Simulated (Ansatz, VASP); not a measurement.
**Al (Al wire along [110], 19 atoms a period): VASP beside Ansatz**

One calculation is typed for both programs; each brings its own data sets. How far apart do they land? The structure shown is the start of the Ansatz relaxation below; VASP solves that cell, so the two are compared at the walk's first step.

Main program and level: Ansatz 0.2.0; plane waves, with VASP 6.6.1 beside it; single point at PBE.

## Step 1: Starting point

The cell holds 19 atoms: 19 Al. Cell: a = 14.880 Å, b = 18.227 Å, c = 2.857 Å, α = 90.0°, β = 90.0°, γ = 90.0°. Vacuum lies along a and b. The structure's axis is c.

## Step 2: Ansatz: relaxation, PBE

Ansatz runs on its PAW soft_1 files.

The two programs are compared at the cell with which this relaxation starts, whose forces are those of its first step.

File input.yaml:

```yaml
crystal:
  lattice:
    - [14.88, 0.0, 0.0]
    - [0.0, 18.227, 0.0]
    - [0.0, 0.0, 2.856711396]
  atoms:
    - { symbol: Al, position: [0.228494624, 0.34326611, 0.0] }
    - { symbol: Al, position: [0.228494624, 0.499995764, 0.0] }
    - { symbol: Al, position: [0.5, 0.34326611, 0.0] }
    - { symbol: Al, position: [0.5, 0.186536457, 0.0] }
    - { symbol: Al, position: [0.5, 0.499995764, 0.0] }
    - { symbol: Al, position: [0.771505376, 0.34326611, 0.0] }
    - { symbol: Al, position: [0.771505376, 0.499995764, 0.0] }
    - { symbol: Al, position: [0.364247312, 0.264901284, 0.5] }
    - { symbol: Al, position: [0.364247312, 0.421630937, 0.5] }
    - { symbol: Al, position: [0.364247312, 0.578360591, 0.5] }
    - { symbol: Al, position: [0.364247312, 0.735090244, 0.5] }
    - { symbol: Al, position: [0.635752688, 0.264901284, 0.5] }
    - { symbol: Al, position: [0.635752688, 0.421630937, 0.5] }
    - { symbol: Al, position: [0.635752688, 0.578360591, 0.5] }
    - { symbol: Al, position: [0.635752688, 0.735090244, 0.5] }
    - { symbol: Al, position: [0.228494624, 0.656725418, 0.0] }
    - { symbol: Al, position: [0.5, 0.656725418, 0.0] }
    - { symbol: Al, position: [0.5, 0.813455071, 0.0] }
    - { symbol: Al, position: [0.771505376, 0.656725418, 0.0] }
kpoints:
  mp_grid: { grid: [1, 1, 29] }
scf:
  occupations: { method: fermi_dirac, width: 0.05 }
hamiltonian:
  xc: pbe
  pseudopotentials: { kind: paw, azcp: { folder: soft_1 } }
relax:
  cell: { fix: [a, b, alpha, beta, gamma] }
  max_steps: 45
  f_tol: 0.03
```

The run is started by

```console
> ansatz run input.yaml --threads 4 --pin off --max-ram 16384MiB --backend cpu --events-out ev --progress --plain --runs-dir out
```

Numbers of over 12 decimals in the logs are rounded to 6 here.

The log of the run:

```text
Engine: ansatz 0.2.0, aarch64-unknown-linux-gnu
Pseudopotentials: kind: paw
Pseudopotential: Al, paw, valence charge 3, recommended cutoff 420 eV (normal), soft_1/Al.paw.azcp
Functional definition: PBE
  parameter kappa = 0.804
  parameter beta = 0.066725
  exchange = pbe_x(kappa = kappa, mu = beta*pi^2/3)
  correlation = pbe_c(beta = beta)
Crystal: 19 atoms, lattice volume = 774.791 Å³
Basis set: ecut = 420 eV, 15153 PW (Γ), exchange–correlation on 200×250×40 points (8 copies of the dense FFT grid, shifted against one another)
Bands: 48, of which v1, the nominal top of the filled ones, is band 29 counted from 1 (28 counted from 0)
Symmetry: 8 space group operations
Space group: Pmmm (ITA 47), of the structure as read, at distance tolerance 9.2e-5 Å
k-points: 15 of 29
Non-local potential: Al, projectors of the file, l = 0: 2, l = 1: 2, l = 2: 1
PAW form: soft (Blöchl's): semilocal exchange-correlation on the pseudo side does not see the compensation charge
PAW one-centre angular grid: Al, 110 points (default); XC on 64 Gauss nodes
Initial density: superposition of atomic densities (neutral atoms: chi_scale 0, normalization atom)
Initial wavefunctions: pseudopotential atomic-orbital guess
Functional: x = pbe(κ = 0.804, μ = 0.219515), c = pbe(β = 0.066725)
SCF iter   1: F=—  HF=-10209.963947 eV  |F-HF|=—  |Δ(HF+E_count)|=         —  Δρ=1.95e-2  dr2=3.29e1  ethr=3.10e-3  ⟨swp⟩=8.9  Hψ=4311  notcnv=0  defer=21
preconditioner: auto → LDOS  [metal: Δε(μ)=0.027 eV  Ē_g=6.295 eV  σ=0.050 eV  W_gap=0.13  n_scr=66 (ndim 8)  ℏωp=10.1 eV  f_vac=0.350  D(μ)=8.50/eV (n_scr^D=42)  β→1.0]
SCF iter   2: F=—  HF=-10206.509991 eV  |F-HF|=—  |Δ(HF+E_count)|=    3.45e0  Δρ=1.10e-2  dr2=5.62e0  ethr=3.10e-3  ⟨swp⟩=4.7  Hψ=1948  notcnv=0  defer=109
SCF iter   3: F=—  HF=-10206.070675 eV  |F-HF|=—  |Δ(HF+E_count)|=   4.39e-1  Δρ=1.95e-3  dr2=1.75e-1  ethr=3.10e-3  ⟨swp⟩=3.5  Hψ=1388  notcnv=0  defer=110
SCF iter   4: F=—  HF=-10206.048843 eV  |F-HF|=—  |Δ(HF+E_count)|=   2.18e-2  Δρ=4.97e-4  dr2=7.04e-3  ethr=3.07e-4  ⟨swp⟩=3.3  Hψ=1292  notcnv=0  defer=102
SCF iter   5: F=—  HF=-10206.048643 eV  |F-HF|=—  |Δ(HF+E_count)|=   2.00e-4  Δρ=1.35e-4  dr2=3.42e-4  ethr=1.23e-5  ⟨swp⟩=2.1  Hψ=1066  notcnv=0  defer=102
SCF iter   6: F=—  HF=-10206.048745 eV  |F-HF|=—  |Δ(HF+E_count)|=   1.02e-4  Δρ=3.22e-5  dr2=2.87e-5  ethr=5.99e-7  ⟨swp⟩=2.3  Hψ=1022  notcnv=0  defer=102
SCF iter   7: F=—  HF=-10206.048496 eV  |F-HF|=—  |Δ(HF+E_count)|=   2.49e-4  Δρ=7.63e-6  dr2=9.68e-7  ethr=5.03e-8  ⟨swp⟩=2.1  Hψ=1023  notcnv=0  defer=102
SCF iter   8: F=-10206.048496 eV  HF=-10206.048496 eV  |F-HF|=4.47e-8  |Δ(HF+E_count)|=   2.54e-7  Δρ=1.91e-6  dr2=7.50e-8  ethr=1.75e-10  ⟨swp⟩=6.1  Hψ=2617  notcnv=0
SCF 1 converged in 8 iterations: F = -10206.048496 eV  dr2 = 7.50e-8
  greatest PAW one-centre occupation: 0.488 electrons in one spin orbital (limit 2), on the Al atom at site 17 (counted from 0), in its partial waves of l = 0
relax step   1: F+E_penalty+E_count = -10206.04849623 eV  Δ(F+E_penalty+E_count) = +0.000e0 eV  max|allowed force component| = 1.733e-1 eV/Å  Δτ_max = 0.0000 Å  P = -1.002 GPa  Ω = 774.791 Å³  fix = [a, b, alpha, beta, gamma]  reactions: a +0.215, b -0.573 GPa  (8 SCF iters, dr2 threshold 1.00e-7 eV, accepted)
[...]
relax step   3: F+E_penalty+E_count = -10206.42059008 eV  Δ(F+E_penalty+E_count) = -1.417e-2 eV  max|allowed force component| = 3.737e-2 eV/Å  Δτ_max = 0.0546 Å  P = -0.018 GPa  Ω = 739.527 Å³  energy of the carried Pulay correction = +3.208e-3 eV  fix = [a, b, alpha, beta, gamma]  reactions: a +0.040, b -0.025 GPa  (6 SCF iters, dr2 threshold 6.79e-7 eV, accepted)
[...]
relax step   4: F+E_penalty+E_count = -10206.42122160 eV  Δ(F+E_penalty+E_count) = -6.315e-4 eV  max|allowed force component| = 6.214e-3 eV/Å  Δτ_max = 0.0113 Å  P = +0.045 GPa  Ω = 739.138 Å³  energy of the carried Pulay correction = +3.244e-3 eV  fix = [a, b, alpha, beta, gamma]  reactions: a +0.132, b -0.008 GPa  (5 SCF iters, dr2 threshold 8.73e-8 eV, accepted)
[...]
relax step   5: F+E_penalty+E_count = -10206.41914204 eV  Δ(F+E_penalty+E_count) = +2.080e-3 eV  max|allowed force component| = 6.205e-3 eV/Å  Δτ_max = 0.0000 Å  P = +0.039 GPa  Ω = 739.138 Å³  fix = [a, b, alpha, beta, gamma]  reactions: a +0.129, b -0.012 GPa  stress off target by 1.77e-3 GPa on what of the cell is left free  SCF on the basis re-selected at this cell (its energy is not comparable with the rows above)  (6 SCF iters)
basis re-selected at this cell: Δ(F+E_penalty+E_count) = +2.080e-3 eV, ΔP = -0.006 GPa vs the last step (what re-selecting the basis moved, of the pressure what is left beyond the Pulay correction that the steps carried, after the strain that the cell walked since its last selection, with what the two solves' SCF thresholds leave and, on support functions, any second-order correction that the steps lacked; it is no m [...]
SCF converged after 6 iterations
Free energy (F): -10206.419142 eV
Harris-Foulkes:  -10206.419142 eV  (|F-HF|=5.46e-12)
Internal energy: -10206.343528 eV  (E = F + TS)
E sigma→0 (E₀):  -10206.381335 eV
Entropy (-TS):   -0.075614 eV (-3.980 meV/atom)
Fermi energy:    1.092836 eV
--- Per-component energies (eV) ---
  E_band       = -169.525274
  E_kinetic    = 407.460900
  E_local      = -5492.328575  (includes V_loc(G=0)·N_el)
  E_nonlocal   = 195.023633
  E_hartree    = 2661.386726
  E_xc         = -702.407669
  E_vxc        = -535.468215  (∫ρ·V_xc dr)
  E_paw        = -8919.153004  (= ΣΔE_a)
  E_vpaw       = -66.986230  (= ΣTr[D̂ρ^β])
  E_aug_tail   = -0.000040  (compensation charges beyond the density's cutoff)
  E_ewald      = 1643.674501
  E_smearing   = -0.075614  (= −TS)
  E_closure    = 0.000000  (closes the sum)
  Σ components = -10206.419142   (vs F -10206.419142, Δ=0.00e0)
--- Forces (eV/Å), atoms counted from 1 ---
  atom   1  Al    -0.00501464    -0.00041415     0.00000000
  atom   2  Al    -0.00239631     0.00000000     0.00000000
  atom   3  Al     0.00000000    -0.00620512     0.00000000
  atom   4  Al     0.00000000     0.00182252     0.00000000
  atom   5  Al     0.00000000     0.00000000     0.00000000
  atom   6  Al     0.00501464    -0.00041415     0.00000000
  atom   7  Al     0.00239631     0.00000000     0.00000000
  atom   8  Al     0.00188231     0.00325658     0.00000000
  atom   9  Al    -0.00293669    -0.00106995     0.00000000
  atom  10  Al    -0.00293669     0.00106995     0.00000000
  atom  11  Al     0.00188231    -0.00325658     0.00000000
  atom  12  Al    -0.00188231     0.00325658     0.00000000
  atom  13  Al     0.00293669    -0.00106995     0.00000000
  atom  14  Al     0.00293669     0.00106995     0.00000000
  atom  15  Al    -0.00188231    -0.00325658     0.00000000
  atom  16  Al    -0.00501464     0.00041415     0.00000000
  atom  17  Al     0.00000000     0.00620512     0.00000000
  atom  18  Al     0.00000000    -0.00182252     0.00000000
  atom  19  Al     0.00501464     0.00041415     0.00000000
  max |Σ_I F_I| component: 9.22e-19 eV/Å
--- Stress (GPa, compression-positive) ---
        0.128924       0.000000       0.000000
        0.000000      -0.012295       0.000000
        0.000000       0.000000       0.001774
  P = ⅓ Tr σ = 0.0395 GPa (0.395 kbar)
--- Relaxed structure (4 steps of the walk, 4 accepted, 1 SCFs on fresh bases) ---
  F+E_penalty+E_count = -10206.41914204 eV   max|allowed force component| = 6.205e-3 eV/Å   (the final SCF, on the basis selected at the relaxed cell)
  cell:  # Å, volume = 739.1384 Å³
    - [14.88, 0.0, 0.0]
    - [0.0, 18.227, 0.0]
    - [0.0, 0.0, 2.725258]
  atoms:
    - { symbol: Al, position: [0.223246, 0.344402, 0.0] }
    - { symbol: Al, position: [0.221506, 0.499996, 0.0] }
    - { symbol: Al, position: [0.5, 0.344798, 0.0] }
    - { symbol: Al, position: [0.5, 0.193084, 0.0] }
    - { symbol: Al, position: [0.5, 0.499996, 0.0] }
    - { symbol: Al, position: [0.776754, 0.344402, 0.0] }
    - { symbol: Al, position: [0.778494, 0.499996, 0.0] }
    - { symbol: Al, position: [0.356259, 0.264972, 0.500000] }
    - { symbol: Al, position: [0.361595, 0.421247, 0.500000] }
    - { symbol: Al, position: [0.361595, 0.578745, 0.500000] }
    - { symbol: Al, position: [0.356259, 0.735020, 0.500000] }
    - { symbol: Al, position: [0.643741, 0.264972, 0.500000] }
    - { symbol: Al, position: [0.638405, 0.421247, 0.500000] }
    - { symbol: Al, position: [0.638405, 0.578745, 0.500000] }
    - { symbol: Al, position: [0.643741, 0.735020, 0.500000] }
    - { symbol: Al, position: [0.223246, 0.655590, 0.0] }
    - { symbol: Al, position: [0.5, 0.655193, 0.0] }
    - { symbol: Al, position: [0.5, 0.806907, 0.0] }
    - { symbol: Al, position: [0.776754, 0.655590, 0.0] }
```

In the SCF lines HF is the Harris–Foulkes energy and dr2 the Hartree energy of the density residual, in eV; the loop may stop once dr2 is under the threshold and the program's other checks hold. Hψ counts applications of the Hamiltonian.

[end of part 1 of 2]

[Lines on the potential files, build, host, timing and source positions are cut from VASP's logs without a mark.]

[Logs are printed without paths, hosts, clocks, repeated set-up lines and the standing remarks that a program may print on its own settings, such as how far it seeks lower states.]

[Hosts, paths, dates, database ids (printed as entryN), source tags and the programs' standing remarks are cut or masked in the printed files.]
